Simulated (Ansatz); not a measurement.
All numbers below come from DFT PBE, scalar-relativistic, plane waves, PAW in Ansatz. All cells share a 420 eV cutoff and Γ-centred k meshes spaced at most about 0.3 Å⁻¹ (about 0.25 or finer for metals, 2π included). No spin polarisation.

Each guess is relaxed in cell and atoms at zero pressure, on a coarse mesh first where it starts far from rest and then on a converged one. The steps can't lower the symmetry of the start, but it can rise. Energies are static (0 K, no zero-point motion).

Two unrelaxed guesses for Li5S3:

A.

```yaml
crystal:
  lattice:
    - [-3.13136, 3.13136, 3.13136]
    - [3.13136, -3.13136, 3.13136]
    - [3.13136, 3.13136, -3.13136]
  atoms:
    - { symbol: Li, position: [0.00000, 0.00000, 0.00000] }
    - { symbol: Li, position: [0.00000, 0.00000, 0.50000] }
    - { symbol: Li, position: [0.00000, 0.50000, 0.00000] }
    - { symbol: Li, position: [0.50000, 0.00000, 0.00000] }
    - { symbol: Li, position: [0.50000, 0.50000, 0.50000] }
    - { symbol: S, position: [0.00000, 0.50000, 0.50000] }
    - { symbol: S, position: [0.50000, 0.50000, 0.00000] }
    - { symbol: S, position: [0.50000, 0.00000, 0.50000] }
```

B.

```yaml
crystal:
  lattice:
    - [-3.73137, 3.73137, 9.23391]
    - [3.73137, -3.73137, 9.23391]
    - [3.73137, 3.73137, -9.23391]
  atoms:
    - { symbol: Li, position: [0.56495, 0.31495, 0.25000] }
    - { symbol: Li, position: [0.06495, 0.31495, 0.75000] }
    - { symbol: Li, position: [0.50000, 0.50000, 0.00000] }
    - { symbol: Li, position: [0.68505, 0.93505, 0.25000] }
    - { symbol: Li, position: [0.68505, 0.43505, 0.75000] }
    - { symbol: S, position: [0.37990, 0.37990, 0.00000] }
    - { symbol: S, position: [0.75000, 0.25000, 0.50000] }
    - { symbol: S, position: [0.62010, 0.62010, 0.00000] }
```

Question: Where do they end, and which end is lower?

Answer: B ends lower, by 20 meV/atom. A: Im-3m at 15.4 Å³/atom → Im-3m at 15.0 Å³/atom; B: I-4m2 at 64.3 Å³/atom → I-4m2 at 68.1 Å³/atom. Counting S atoms around Li (those within 1.25 times the shortest such distance or 1.15 times the sum of covalent radii; the shortest distance is added where it is long for a bond; a slash parts the counts of unlike sites), the end of A has Li 6/6 from 3.1 Å and the end of B has Li 2. End of A. Conventional cell: a = 6.209 Å. Li on a site of symmetry m-3m is surrounded by 8 Li at 2.69 Å and 6 S at 3.10 Å; Li on a site of symmetry -3m is surrounded by 2 Li at 2.69 Å, 6 S at 2.69 Å and 6 Li at 3.10 Å; S has 8 Li at 2.69 Å, 2 Li at 3.10 Å and 4 S at 3.10 Å. End of B. Conventional cell: a = 7.583 Å, c = 18.938 Å. Around Li on a site of symmetry m lie 2 S at 2.26–2.27 Å; around Li on a site of symmetry -4m2 lie 2 S at 2.27 Å; around S on a site of symmetry 2mm lie 3 Li at 2.27 Å; 1 more site not described.

Ends held by symmetry can be saddle points. For metals, differences of a few meV/atom aren't resolved. In I-4m2, Im-3m an odd number of electrons in the primitive cell allows no gap without spin; a larger cell or a magnetic state could open one.
